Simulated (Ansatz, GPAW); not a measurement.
This is a calculation of MgO for GPAW 26.7.0 (ASE script). The cell is a database's computed one, not the measured one.

Contents of run.py:

```python
from ase.dft.bandgap import bandgap
from ase.io import read, write
from ase.units import GPa
from gpaw import GPAW, PW

atoms = read('POSCAR')

calc = GPAW(mode=PW(800),
            xc='PBE',
            kpts={'size': (11, 11, 11), 'gamma': True},
            occupations={'name': 'methfessel-paxton', 'order': 0, 'width': 0.014},
            nbands=16,
            convergence={'density': 1e-05, 'energy': 1e-05},
            maxiter=150,
            txt='gpaw.txt')
atoms.calc = calc
energy = atoms.get_potential_energy()
forces = atoms.get_forces()
stress = atoms.get_stress()
calc.write('gs.gpw')
write('result.traj', atoms)
print(f'Energy: {energy:.6f} eV')
print('Forces (eV/A):')
print(forces.round(4))
print('Stress (GPa):', (stress / GPa).round(3))
print('Fermi level:', round(calc.get_fermi_level(), 4), 'eV')
print(f'Gap: {bandgap(calc)[0]:.4f} eV, direct: {bandgap(calc, direct=True)[0]:.4f} eV')
```

The input POSCAR:

```
MgO
1.0
    0.0000000000      2.0970013927      2.0970013927
    2.0970013927      0.0000000000      2.0970013927
    2.0970013927      2.0970013927      0.0000000000
Mg O
1 1
Direct
    0.0000000000      0.0000000000      0.0000000000
    0.5000000000      0.5000000000      0.5000000000
```

Potentials or basis: GPAW PAW data sets (gpaw-data 1.2.1), pw.

Command:

```bash
$ OMP_NUM_THREADS=1 python run.py
```

Question: Set up the same calculation for Ansatz 0.2.0. Potentials or basis there: all-electron LAPW, scalar-relativistic.

Answer: As run (cutoffs and basis follow the program's own potentials, and thresholds, step limits or extra output files can differ):

The input input.yaml:

```yaml
crystal:
  lattice:
    - [0.0, 2.0970013927, 2.0970013927]
    - [2.0970013927, 0.0, 2.0970013927]
    - [2.0970013927, 2.0970013927, 0.0]
  atoms:
    - { symbol: Mg, position: [0.0, 0.0, 0.0] }
    - { symbol: O, position: [0.5, 0.5, 0.5] }
kpoints:
  mp_grid: { grid: [11, 11, 11] }
scf:
  occupations: { method: gaussian, width: 0.014 }
hamiltonian:
  xc: pbe
  pseudopotentials: { kind: all_electron, lapw: { basis_error: 0.001 } }
output:
  forces: true
  stress: true
  eigenvalues: true
```

Potentials or basis: all-electron LAPW, scalar-relativistic.

Launch:

```console
$ ansatz run input.yaml --threads 1 --pin off --max-ram 3072MiB --backend cpu --events-out ev --progress --plain --runs-dir out
```

Both were run:

|  | GPAW | Ansatz |
| --- | --- | --- |
| Pressure | 7.0 GPa | 7.0 GPa |

Where Ansatz's input types no cutoff or centring, it takes its own default and a Γ-centred mesh.

Pressure is positive in compression.
